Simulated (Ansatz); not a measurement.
Surface calculation: diamond Si (110), 3 layers

The slab is cut from the diamond crystal, the stable phase, as relaxed on PAW files (19.70 Å³/atom), with 16 Å of vacuum and a dipole correction:

```
CELL_PARAMETERS angstrom
3.81974 0.00000 0.00000
0.00000 5.40193 0.00000
0.00000 0.00000 19.81970
ATOMIC_POSITIONS crystal
Si 0.75000 0.12500 0.40364
Si 0.25000 0.87500 0.40364
Si 0.25000 0.62500 0.50000
Si 0.75000 0.37500 0.50000
Si 0.75000 0.12500 0.59636
Si 0.25000 0.87500 0.59636
```

Computed with Ansatz 0.2.0; functional LDA, scalar-relativistic. Settings: a Γ-centred 7×5×1 k mesh, Fermi–Dirac smearing of 0.02 eV, no spin polarisation. Methods: LAPW: all electrons, basis error target 1 meV/atom; PAW: frozen-core files, cutoff 420 eV.

The bulk energy comes from a cell in the slab's orientation on a 7×5×7 mesh. The surface energy is (E(slab) − N·E(bulk))/2A at zero smearing, the mean of both faces; thin slabs carry quantum-size effects.

The PAW files were made under PBE. Real surfaces of this kind reconstruct, which a 1×1 cell forbids.

Q: As cut, the LAPW slab lies 4.579 eV above 6 atoms of bulk. What surface energy is that?

A: Over two faces of 20.63 Å² it is 111.0 meV/Å², and times 16.02 J/m² per eV/Å² that gives γ = 1.778 J/m².

Q: What do relaxation and the other method give, and what work function comes out?

A: 

| method | γ as cut (J/m²) | γ relaxed (J/m²) | Φ as cut (eV) | Φ relaxed (eV) |
| --- | --- | --- | --- | --- |
| LAPW | 1.778 | 1.746 | 5.01 | 5.03 |
| PAW | 1.776 | 1.745 | 5.01 | 5.02 |

Q: How do the spacings between the planes relax?

A: From the bottom face up: d12 -4.1 % of 1.910 Å, d23 -4.1 % of 1.910 Å.

Q: What changes if the vacuum is set to 7 Å?

A: LAPW then gives: no gap, work function 4.91 (top) and 4.95 (bottom) eV; PAW: no gap, work function 4.88 (top) and 4.91 (bottom) eV. The program warns that the vacuum is too thin.

Q: A 2p core hole is made on one atom of each kind in every 1×1 cell (PAW hole dataset, neutral cell, valence without spin). What does it cost by layer?

A: layer 1 98.44 eV, layer 2 98.83 eV. Shifts between layers mean more than the absolute values, and a whole layer of holes screens otherwise than one hole.
